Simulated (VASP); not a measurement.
# Ru (P6_3/mmc) in VASP: settings compared, part 2 of 2

VASP 6.6.1. The steps go on from the part before.

### Step 3. Relaxation of cell and atoms, r2SCAN

This run uses another cell than the first one, of 13.55 Å³/atom, 0.998 times its volume.

The input, INCAR:

```
PREC = Accurate
ENCUT = 600
EDIFF = 1E-7
ISMEAR = 1
SIGMA = 0.1
LREAL = False
LASPH = True
NELM = 80
ALGO = Normal
ISIF = 3
LWAVE = False
LCHARG = False
METAGGA = R2SCAN
LMIXTAU = True
IBRION = 2
NSW = 90
EDIFFG = -0.005
KPAR = 2
```

The input, KPOINTS:

```
regular mesh
0
Gamma
  15 15 9
```

The input, POSCAR:

```
Ru                                      
1.0
    2.7043284915      0.0000000000      0.0000000000
   -1.3521642457      2.3420171738     -0.0000000000
   -0.0000000000      0.0000000000      4.2778337479
  Ru            
     2
Direct
     0.3333333332999970    0.6666666667000030    0.2500000000000000
     0.6666666667000030    0.3333333332999970    0.7500000000000000
```

Potentials or basis: VASP PAW PBE potentials, release 64 (Ru_pv).

Started as:

```console
cat potpaw_PBE.64/Ru_pv/POTCAR > POTCAR
mpirun -np 2 vasp_std > vasp.out
```

OUTCAR:

```text
PREC = Accurate
   ENCUT = 600
   EDIFF = 1E-7
   ISMEAR = 1
   LREAL = False
   LASPH = True
   NELM = 80
   ISIF = 3
   METAGGA = R2SCAN
   IBRION = 2
   NSW = 90
   EDIFFG = -0.005

 ion  position               nearest neighbor table
   1  0.333  0.667  0.250-   2 2.65   2 2.65   2 2.65   2 2.65   2 2.65   2 2.65
   2  0.667  0.333  0.750-   1 2.65   1 2.65   1 2.65   1 2.65   1 2.65   1 2.65

  LATTYP: Found a hexagonal cell.
 ALAT       =     2.7043284915
 C/A-ratio  =     1.5818469396

  Lattice vectors:

 A1 = (   2.7043284915,   0.0000000000,   0.0000000000)
 A2 = (  -1.3521642457,   2.3420171738,   0.0000000000)
 A3 = (   0.0000000000,   0.0000000000,   4.2778337479)

Analysis of symmetry for initial positions (statically):
=====================================================================
 Subroutine PRICEL returns:
 Original cell was already a primitive cell.

 Routine SETGRP: Setting up the symmetry group for a
 hexagonal supercell.

 Subroutine GETGRP returns: Found 24 space group operations
 (whereof 12 operations were pure point group operations)
 out of a pool of 24 trial point group operations.

The static configuration has the point symmetry D_3d.
 The point group associated with its full space group is D_6h.

Analysis of symmetry for dynamics (positions and initial velocities):
=====================================================================
 Subroutine PRICEL returns:
 Original cell was already a primitive cell.

 Routine SETGRP: Setting up the symmetry group for a
 hexagonal supercell.

 Subroutine GETGRP returns: Found 24 space group operations
 (whereof 12 operations were pure point group operations)
 out of a pool of 24 trial point group operations.

The dynamic configuration has the point symmetry D_3d.
 The point group associated with its full space group is D_6h.

 Subroutine INISYM returns: Found 24 space group operations
 (whereof 12 operations are pure point group operations),
 and found     1 'primitive' translations

----------------------------------------------------------------------------------------

                                     Primitive cell

  volume of cell :      27.0940

  direct lattice vectors                    reciprocal lattice vectors
     2.704328492  0.000000000  0.000000000     0.369777563  0.213491176  0.000000000
    -1.352164246  2.342017174  0.000000000     0.000000000  0.426982351  0.000000000
     0.000000000  0.000000000  4.277833748     0.000000000  0.000000000  0.233763175

  length of vectors
     2.704328492  2.704328491  4.277833748     0.426982351  0.426982351  0.233763175

  position of ions in fractional coordinates (direct lattice)
     0.333333333  0.666666667  0.250000000
     0.666666667  0.333333333  0.750000000

  ion indices of the primitive-cell ions
   primitive index   ion index
                 1           1
                 2           2

----------------------------------------------------------------------------------------

 KPOINTS: regular mesh

Automatic generation of k-mesh.
 Grid dimensions read from file:
[... 26 lines left out ...]
  0.266667 -0.000000  0.000000      6.000000
  0.333333  0.000000  0.000000      6.000000
[... 16 lines left out ...]
  0.333333  0.200000  0.000000     12.000000
  0.400000  0.200000  0.000000      6.000000
 [... further k-points ...]
   k-points           NKPTS =    135   k-points in BZ     NKDIM =    135   number of bands    NBANDS=     18
   number of dos      NEDOS =    301   number of ions     NIONS =      2
   total plane-waves  NPLWV =  20736
   dimension x,y,z NGX =    24 NGY =   24 NGZ =   36
   dimension x,y,z NGXF=    48 NGYF=   48 NGZF=   72
   ions per type =               2
   NGX,Y,Z   is equivalent  to a cutoff of  14.75, 14.75, 13.99 a.u.
   NGXF,Y,Z  is equivalent  to a cutoff of  29.51, 29.51, 27.98 a.u.
 SYSTEM =  unknown system
   PREC   = accura    normal or accurate (medium, high low for compatibility)
   ISTART =      0    job   : 0-new  1-cont  2-samecut
   ICHARG =      2    charge: 1-file 2-atom 10-const
   ISPIN  =      1    spin polarized calculation?
   LNONCOLLINEAR =      F non collinear calculations
   LSORBIT =      F    spin-orbit coupling
   LASPH  =      T    aspherical Exc in radial PAW
   ENCUT  =  600.0 eV  44.10 Ry    6.64 a.u.   5.40  5.40  8.54*2*pi/ulx,y,z
   NELM   =     80;   NELMIN=  2; NELMDL= -5     # of ELM steps
   EDIFF  = 0.1E-06   stopping-criterion for ELM
   LREAL  =      F    real-space projection
   EDIFFG = -.5E-02   stopping-criterion for IOM
   NSW    =     90    number of steps for IOM
   IBRION =      2    ionic relax: 0-MD 1-quasi-New 2-CG
   NFREE  =      1    steps in history (QN), initial steepest desc. (CG)
   ISIF   =      3    stress and relaxation
   ISYM   =      2    0-nonsym 1-usesym 2-fastsym
   POTIM  = 0.5000    time-step for ionic-motion
   TEBEG  =    0.0;   TEEND  =   0.0 temperature during run
   PSTRESS=    0.0 pullay stress
   NELECT =      28.0000    total number of electrons
   NUPDOWN=      -1.0000    fix difference up-down
   EMIN   =  10.00;   EMAX   =-10.00  energy-range for DOS
   EFERMI =   0.00;   METHOD = LEGACY
   ISMEAR =     1;   SIGMA  =   0.10  broadening in eV -4-tet -1-fermi 0-gaus
   EFERMI_NEDOS =   21; number of points for ismear=-14 and -15
   IALGO  =     38    algorithm
   IMIX   =      4    mixing-type and parameters
     AMIX     =   0.40;   BMIX     =  1.00
     AMIX_MAG =   1.60;   BMIX_MAG =  1.00
  volume/ion in A,a.u.               =      13.55        91.42
  Fermi-wavevector in a.u.,A,eV,Ry     =   1.655146  3.127773 37.273283  2.739509
  Thomas-Fermi vector in A             =   2.743292
   LORBIT       =      0    0 simple, 1 ext, 2 COOP (PROOUT), +10 PAW based schemes
   METAGGA = R2SCAN    functional components
   LHFCALC =     F    Hartree Fock is set to
   AEXX    =    0.0000 exact exchange contribution
   IVDW    =     0    specifies the selected vdW correction
   LEPSILON=     F    determine dielectric tensor
   LRPA    =     F    only Hartree local field effects (RPA)
 conjugate gradient relaxation of ions
 non-spin polarized calculation
 Methfessel and Paxton  Order N= 1 SIGMA  =   0.10
  energy-cutoff  :      600.00
  volume of cell :       27.09
 maximum number of plane-waves:       935
 NGX is ok and might be reduce to    24
   NGX = 11   NGY = 11   NGZ = 17

--------------------------------------- Ionic step        1  -------------------------------------------

 number of electron      28.0000001 magnetization

 Free energy of the ion-electron system (eV)
  ---------------------------------------------------
  ext. energy  EPLUGINS =         0.00000000
  ---------------------------------------------------
  free energy    TOTEN  =       -50.85840994 eV

  energy without entropy =      -50.85689070  energy(sigma->0) =      -50.85790353

------------------------ aborting loop because EDIFF is reached ----------------------------------------

  FORCE on cell =-STRESS in cart. coord.  units (eV):
  Direction    XX          YY          ZZ          XY          YZ          ZX
  --------------------------------------------------------------------------------------
  -------------------------------------------------------------------------------------
  Total        0.0164360      0.0164360     -0.0143677      0.0000000      0.0000000     -0.0000000
  in kB        0.9719267      0.9719267     -0.8496190      0.0000000      0.0000000     -0.0000000
  external PRESSURE =       0.3647448 kB  Pullay stress =       0.0000000 kB
[... 59 lines left out ...]
--------------------------------------- Ionic step        3  -------------------------------------------

 number of electron      28.0000001 magnetization

 Free energy of the ion-electron system (eV)
  ---------------------------------------------------
  ext. energy  EPLUGINS =         0.00000000
  ---------------------------------------------------
  free energy    TOTEN  =       -50.85841400 eV

  energy without entropy =      -50.85687568  energy(sigma->0) =      -50.85790123

 E-fermi :  12.7414     XC(G=0): -15.4244

 val. band max:       12.7379879752   @ k =   0.2667  -0.0000   0.3333
 cond. band min:      12.7414234341   @ k =   0.2667   0.2000   0.2222
 fundamental gap:      0.0034354589
 Fermi energy:        12.7413891255

 k-point     1 :       0.0000    0.0000    0.0000
  band No.  band energies     occupation
      1     -32.3318      2.00000
      2     -31.3252      2.00000
      3     -31.3252      2.00000
      4     -31.1406      2.00000
      5     -31.1406      2.00000
      6     -31.0887      2.00000
[... 481 lines left out ...]
      5     -31.4734      2.00000
      6     -31.4517      2.00000
[... 10 lines left out ...]
     17      18.3491      0.00000
     18      19.9215      0.00000

 [... further k-points ...]
[... 5 lines left out ...]
  --------------------------------------------------------------------------------------
  -------------------------------------------------------------------------------------
  Total       -0.0024767     -0.0024767     -0.0093388     -0.0000000      0.0000000     -0.0000000
  in kB       -0.1464274     -0.1464274     -0.5521261     -0.0000000      0.0000000     -0.0000000
  external PRESSURE =      -0.2816603 kB  Pullay stress =       0.0000000 kB
[... 17 lines left out ...]
  FREE ENERGIE OF THE ION-ELECTRON SYSTEM (eV)
  ---------------------------------------------------
  free  energy   TOTEN  =       -50.8584140029 eV

  energy  without entropy=      -50.8568756834  energy(sigma->0) =      -50.85790123

 reached required accuracy - stopping structural energy minimisation
```

Run time: 3.6 min. Hardware: 2 MPI ranks of Intel Xeon Platinum 8488C (Sapphire Rapids), shared host; peak memory 0.2 GiB.

Results:

* Free energy: -50.8584 eV
* Relaxed volume: 13.55 Å³/atom
* Relaxed cell: a = 2.705 Å, b = 2.705 Å, c = 4.277 Å, α = 90.00°, β = 90.00°, γ = 120.00°
* Space group after relaxing (to 0.05 Å): P6_3/mmc (No. 194)
* Energy gained by relaxing: 0.0 meV/atom
* Ionic steps: 3
* Pressure after relaxing: 0.0 GPa
* Band gap on the k mesh: none (metal or under the smearing width)

Final structure:
```cif
data_structure
_symmetry_space_group_name_H-M 'P 1'
_symmetry_Int_Tables_number 1
_cell_length_a 2.7048
_cell_length_b 2.7048
_cell_length_c 4.2772
_cell_angle_alpha 90.000
_cell_angle_beta 90.000
_cell_angle_gamma 120.000
_cell_volume 27.10
loop_
_atom_site_label
_atom_site_type_symbol
_atom_site_fract_x
_atom_site_fract_y
_atom_site_fract_z
_atom_site_occupancy
Ru1 Ru 0.33333 0.66667 0.25000 1
Ru2 Ru 0.66667 0.33333 0.75000 1
```

Caveat: the PAW data sets were made with another functional, which shifts forces and pressure a little.

### Step 4. Relaxation of cell and atoms, PBEsol

The input, INCAR:

```
SYSTEM = Ru
PREC = Accurate ; ENCUT = 600
EDIFF = 1E-6 ; ISMEAR = 1
SIGMA = 0.1 ; LREAL = .False.
LASPH = .True. ; NELM = 80
ALGO = Normal ; ISIF = 3
LWAVE = .False. ; LCHARG = .False.
GGA = PS ; IBRION = 2
NSW = 90 ; EDIFFG = -0.01
KPAR = 2
```

The input, KPOINTS:

```
Automatic mesh
0
Gamma
  15 15 9
  0 0 0
```

The input, POSCAR:

```
Ru
1.0
    2.7058000000      0.0000000000      0.0000000000
   -1.3529000000      2.3432915376      0.0000000000
    0.0000000000      0.0000000000      4.2819000000
Ru
2
Direct
    0.3333333333      0.6666666667      0.2500000000
    0.6666666667      0.3333333333      0.7500000000
```

Potentials or basis: VASP PAW PBE potentials, release 64 (Ru_pv).

Started as:

```console
cat potpaw_PBE.64/Ru_pv/POTCAR > POTCAR
mpirun -np 2 vasp_std > vasp.out
```

OUTCAR:

```text
SYSTEM = Ru
   PREC = Accurate
   ENCUT = 600
   EDIFF = 1E-6
   ISMEAR = 1
   LREAL = .False.
   LASPH = .True.
   NELM = 80
   ISIF = 3
   GGA = PS
   IBRION = 2
   NSW = 90
   EDIFFG = -0.01

 ion  position               nearest neighbor table
   1  0.333  0.667  0.250-   2 2.65   2 2.65   2 2.65   2 2.65   2 2.65   2 2.65
   2  0.667  0.333  0.750-   1 2.65   1 2.65   1 2.65   1 2.65   1 2.65   1 2.65

  LATTYP: Found a hexagonal cell.
 ALAT       =     2.7058000000
 C/A-ratio  =     1.5824894671

  Lattice vectors:

 A1 = (   2.7058000000,   0.0000000000,   0.0000000000)
 A2 = (  -1.3529000000,   2.3432915376,   0.0000000000)
 A3 = (   0.0000000000,   0.0000000000,   4.2819000000)

Analysis of symmetry for initial positions (statically):
=====================================================================
 Subroutine PRICEL returns:
 Original cell was already a primitive cell.

 Routine SETGRP: Setting up the symmetry group for a
 hexagonal supercell.

 Subroutine GETGRP returns: Found 24 space group operations
 (whereof 12 operations were pure point group operations)
 out of a pool of 24 trial point group operations.

The static configuration has the point symmetry D_3d.
 The point group associated with its full space group is D_6h.

Analysis of symmetry for dynamics (positions and initial velocities):
=====================================================================
 Subroutine PRICEL returns:
 Original cell was already a primitive cell.

 Routine SETGRP: Setting up the symmetry group for a
 hexagonal supercell.

 Subroutine GETGRP returns: Found 24 space group operations
 (whereof 12 operations were pure point group operations)
 out of a pool of 24 trial point group operations.

The dynamic configuration has the point symmetry D_3d.
 The point group associated with its full space group is D_6h.

 Subroutine INISYM returns: Found 24 space group operations
[... 121 lines left out ...]
   LORBIT       =      0    0 simple, 1 ext, 2 COOP (PROOUT), +10 PAW based schemes
   GGA     = PS    functional components
   LHFCALC =     F    Hartree Fock is set to
   AEXX    =    0.0000 exact exchange contribution
   IVDW    =     0    specifies the selected vdW correction
   LEPSILON=     F    determine dielectric tensor
   LRPA    =     F    only Hartree local field effects (RPA)
 conjugate gradient relaxation of ions
 non-spin polarized calculation
 Methfessel and Paxton  Order N= 1 SIGMA  =   0.10
  energy-cutoff  :      600.00
  volume of cell :       27.15
 maximum number of plane-waves:       935
 NGX is ok and might be reduce to    24
   NGX = 11   NGY = 11   NGZ = 17

--------------------------------------- Ionic step        1  -------------------------------------------

 number of electron      28.0000002 magnetization

 Free energy of the ion-electron system (eV)
  ---------------------------------------------------
  ext. energy  EPLUGINS =         0.00000000
  ---------------------------------------------------
  free energy    TOTEN  =       -20.33689471 eV

  energy without entropy =      -20.33567395  energy(sigma->0) =      -20.33648779

------------------------ aborting loop because EDIFF is reached ----------------------------------------

  FORCE on cell =-STRESS in cart. coord.  units (eV):
  Direction    XX          YY          ZZ          XY          YZ          ZX
  --------------------------------------------------------------------------------------
  -------------------------------------------------------------------------------------
  Total       -1.0904992     -1.0904992     -1.1243837      0.0000000     -0.0000000      0.0000000
  in kB      -64.3542736    -64.3542736    -66.3539195      0.0000000     -0.0000000      0.0000000
  external PRESSURE =     -65.0208222 kB  Pullay stress =       0.0000000 kB
[... 203 lines left out ...]
--------------------------------------- Ionic step        7  -------------------------------------------

 number of electron      27.9999996 magnetization

 Free energy of the ion-electron system (eV)
  ---------------------------------------------------
  ext. energy  EPLUGINS =         0.00000000
  ---------------------------------------------------
  free energy    TOTEN  =       -20.34771112 eV

  energy without entropy =      -20.34647280  energy(sigma->0) =      -20.34729834

 E-fermi :  13.0333     XC(G=0): -14.4015

 val. band max:       13.0285051499   @ k =   0.2667   0.2000   0.2222
 cond. band min:      13.0354420206   @ k =   0.2667   0.0000   0.3333
 fundamental gap:      0.0069368707
 Fermi energy:        13.0333045442

 k-point     1 :       0.0000    0.0000    0.0000
  band No.  band energies     occupation
      1     -30.6204      2.00000
      2     -29.6256      2.00000
      3     -29.6256      2.00000
      4     -29.4444      2.00000
      5     -29.4444      2.00000
      6     -29.3954      2.00000
[... 481 lines left out ...]
      5     -29.7742      2.00000
      6     -29.7536      2.00000
[... 10 lines left out ...]
     17      18.5055      0.00000
     18      19.9827      0.00000

 [... further k-points ...]
[... 5 lines left out ...]
  --------------------------------------------------------------------------------------
  -------------------------------------------------------------------------------------
  Total       -0.0128892     -0.0128892      0.0048989     -0.0000000      0.0000000      0.0000000
  in kB       -0.7754101     -0.7754101      0.2947180     -0.0000000      0.0000000      0.0000000
  external PRESSURE =      -0.4187008 kB  Pullay stress =       0.0000000 kB
[... 17 lines left out ...]
  FREE ENERGIE OF THE ION-ELECTRON SYSTEM (eV)
  ---------------------------------------------------
  free  energy   TOTEN  =       -20.3477111160 eV

  energy  without entropy=      -20.3464728024  energy(sigma->0) =      -20.34729834

 reached required accuracy - stopping structural energy minimisation
```

OSZICAR:

```text
N       E                     dE             d eps       ncg     rms          rms(c)
DAV:   1     0.305622664623E+03    0.30562E+03   -0.19494E+04  4868   0.192E+03
DAV:   2    -0.145912997654E+02   -0.32021E+03   -0.31432E+03  5152   0.522E+02
DAV:   3    -0.218634875262E+02   -0.72722E+01   -0.70114E+01  5162   0.833E+01
DAV:   4    -0.219551640385E+02   -0.91677E-01   -0.91055E-01  5728   0.759E+00
[... 51 lines left out ...]
DAV:   1    -0.203480192236E+02   -0.33635E-03   -0.82560E-03  4906   0.994E-01    0.144E-01
DAV:   2    -0.203477279726E+02    0.29125E-03   -0.73075E-04  4934   0.292E-01    0.321E-02
DAV:   3    -0.203477084409E+02    0.19532E-04   -0.68180E-05  5002   0.747E-02    0.149E-02
DAV:   4    -0.203477104921E+02   -0.20512E-05   -0.66220E-06  6104   0.201E-02    0.407E-03
DAV:   5    -0.203477111160E+02   -0.62394E-06   -0.64731E-07  2458   0.817E-03
   7 F= -.20347711E+02 E0= -.20347298E+02  d E =-.127987E-04
```

CONTCAR:

```text
Ru
   1.00000000000000
     2.6882645193901151    0.0000000000000000    0.0000000000000000
    -1.3441322596950576    2.3281053659234909    0.0000000000000000
     0.0000000000000000   -0.0000000000000000    4.2552987304513747
  Ru
     2
Direct
     0.3333333332999970    0.6666666667000030    0.2500000000000000
     0.6666666667000030    0.3333333332999970    0.7500000000000000

  0.00000000E+00  0.00000000E+00  0.00000000E+00
  0.00000000E+00  0.00000000E+00  0.00000000E+00
```

It took 52 s on 2 MPI ranks of Intel Xeon Platinum 8559C (Emerald Rapids), shared host; peak memory 0.2 GiB.

Results:

```yaml
Free_energy: -20.3477 eV
Relaxed_volume: 13.32 Å³/atom
Relaxed_cell: a = 2.688 Å, b = 2.688 Å, c = 4.255 Å, α = 90.00°, β = 90.00°, γ = 120.00°
Space_group_after_relaxing_to_0.05_Å: P6_3/mmc (No. 194)
Energy_gained_by_relaxing: 5.4 meV/atom
Ionic_steps: 7
Pressure_after_relaxing: 0.0 GPa
Band_gap_on_the_k_mesh: none (metal or under the smearing width)
```

The path:
| step | energy change (eV) | largest force (eV/Å) | pressure (GPa) | volume (Å³) |
| --- | --- | --- | --- | --- |
| 1 | 0.0000 | 0.0000 | -6.50 | 27.15 |
| 2 | 0.1056 | 0.0000 | 25.00 | 25.04 |
| 3 | -0.0108 | 0.0000 | -0.16 | 26.64 |
| 4 | -0.0108 | 0.0000 | -0.02 | 26.63 |
| 5 | -0.0108 | 0.0000 | 0.12 | 26.62 |
| 6 | -0.0108 | 0.0000 | -0.38 | 26.65 |
| 7 | -0.0108 | 0.0000 | -0.04 | 26.63 |

Final structure:
```
Ru
1.0
     2.68826    0.00000    0.00000
    -1.34413    2.32811    0.00000
     0.00000    0.00000    4.25530
Ru
2
Direct
  0.33333 0.66667 0.25000
  0.66667 0.33333 0.75000
```

Caveat: the PAW data sets were made with another functional, which shifts forces and pressure a little.
